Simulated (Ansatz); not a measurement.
# GaN: the cost of one run

Computed with Ansatz 0.2.0 (DFT PBEsol, scalar-relativistic, unless a step's input says otherwise).

## Step 1: The structure to begin with

Symmetry: Fm-3m, No. 225, cubic system. Conventional cell: a = 3.985 Å, b = 3.985 Å, c = 3.985 Å, α = 90.00°, β = 90.00°, γ = 90.00°. Around Ga (site symmetry m-3m) lie 6 N at 1.99 Å. N (site symmetry m-3m) is surrounded by 6 Ga at 1.99 Å.

Coordinates:

```
CELL_PARAMETERS angstrom
0.00000 1.99250 1.99250
1.99250 0.00000 1.99250
1.99250 1.99250 0.00000
ATOMIC_POSITIONS crystal
Ga 0.50000 0.50000 0.50000
N 0.00000 0.00000 0.00000
```

Atoms are numbered in the order of the input: Ga1, N2.

## Step 2: The deformed structure

Space group Fm-3m before, I4/mmm after.

## Step 3: All-electron LAPW

Input file input.yaml:

```yaml
crystal:
  lattice:
    - [0.0, 2.03235, 1.9925]
    - [2.03235, 0.0, 1.9925]
    - [2.03235, 2.03235, 0.0]
  atoms:
    - { symbol: Ga, position: [0.5, 0.5, 0.5] }
    - { symbol: "N", position: [0.0, 0.0, 0.0] }
kpoints:
  mp_grid: { grid: [13, 13, 13] }
  band_path:
    path:
      - [0.0, 0.0, 0.0]
      - [0.0, 0.5, 0.5]
      - [0.25, 0.75, 0.5]
      - [0.0, 0.5, 0.0]
      - [0.0, 0.0, 0.0]
      - [0.5, 0.5, 0.0]
      - [0.38005, 0.61995, 0.0]
      - [-0.38005, 0.38005, 0.0]
      - [0.0, 0.0, 0.0]
    npoints: 5
scf:
  occupations: { method: fermi_dirac, width: 0.02 }
hamiltonian:
  xc: pbesol
  pseudopotentials: { kind: all_electron, lapw: { basis_error: 0.001 } }
output:
  forces: true
  stress: true
  eigenvalues: true
```

Run with:

```bash
ansatz run input.yaml --threads 1 --pin off --max-ram 3072MiB --backend cpu --events-out ev --progress --plain --runs-dir out
```

Q: Estimate wall time and peak memory on 1 thread of Intel Xeon 6975P-C (Granite Rapids), shared host.

About 14 s, with a peak of 0.58 GiB.
